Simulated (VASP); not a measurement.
A run of VASP 6.6.1:

Contents of INCAR:

```
PREC = Accurate
ENCUT = 520
EDIFF = 1E-7
ISMEAR = 0
SIGMA = 0.03
LREAL = F
LASPH = T
NELM = 80
ALGO = Normal
ISIF = 2
LWAVE = F
LCHARG = F
GGA = PE
LOPTICS = T
NBANDS = 41
NEDOS = 2000
CSHIFT = 0.05
```

Contents of KPOINTS:

```
Automatic mesh
0
Gamma
  10 10 10
```

POSCAR

```
HgTe                                    
1.0
    0.0000000000      3.2580088205      3.2580088205
    3.2580088205      0.0000000000      3.2580088205
    3.2580088205      3.2580088205      0.0000000000
  Hg              Te            
     1     1
Direct
     0.0000000000000000    0.0000000000000000    0.0000000000000000
     0.2500000000000000    0.2500000000000000    0.2500000000000000
```

Potentials or basis: VASP PAW PBE potentials, release 64 (Hg, Te).

Command:

```sh
$ cat potpaw_PBE.64/Hg/POTCAR potpaw_PBE.64/Te/POTCAR > POTCAR
$ mpirun -np 1 vasp_std > vasp.out
```

Hardware: 1 thread of Intel(R) Xeon(R) Platinum 8488C (Sapphire Rapids), on a shared host.

Problem. How long does it take, and how much memory?

Solution. It took 62 s on 1 thread of Intel(R) Xeon(R) Platinum 8488C (Sapphire Rapids), on a shared host, peak memory 0.33 GiB. Counts: scf iterations 14, k points 47.
